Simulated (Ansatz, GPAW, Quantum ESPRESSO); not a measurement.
## Sn: 4 runs at one level of theory

```xyz
1
Lattice="-2.0292 2.0292 1.6608 2.0292 -2.0292 1.6608 2.0292 2.0292 -1.6608" Properties=species:S:1:pos:R:3 pbc="T T T"
Sn    0.0000    0.0000    0.0000
```

This isn't the form of Sn at room conditions, which is tetragonal (white tin).

Alike in all runs: task band structure; functional PBEsol; k mesh 10 × 10 × 10; occupations fermi-dirac, width 0.05 eV; no spin polarisation; no spin-orbit coupling. Pressure is positive in compression and, in plane waves, holds the error of the finite cutoff, which Ansatz's Pulay term estimates and takes out.

| program and potentials | plane-wave cutoff (eV) | notes | pressure (GPa) |
| --- | --- | --- | --- |
| GPAW, PAW data sets generated for this functional | 600 | - | -2.16 |
| Quantum ESPRESSO, PseudoDojo 0.4.1 SR PBEsol standard | 980 | - | ? |
| Ansatz, PAW datasets made for the crystal | 240 | - | -1.93 |
| Ansatz, all-electron LAPW, scalar-relativistic | - | - | -1.93 |

Problem. Estimate from the other rows what the run with Quantum ESPRESSO, PseudoDojo 0.4.1 SR PBEsol standard gave.

Solution. Pressure -1.87 GPa. The other rows, which needn't bracket it: pressure -2.16 to -1.93.
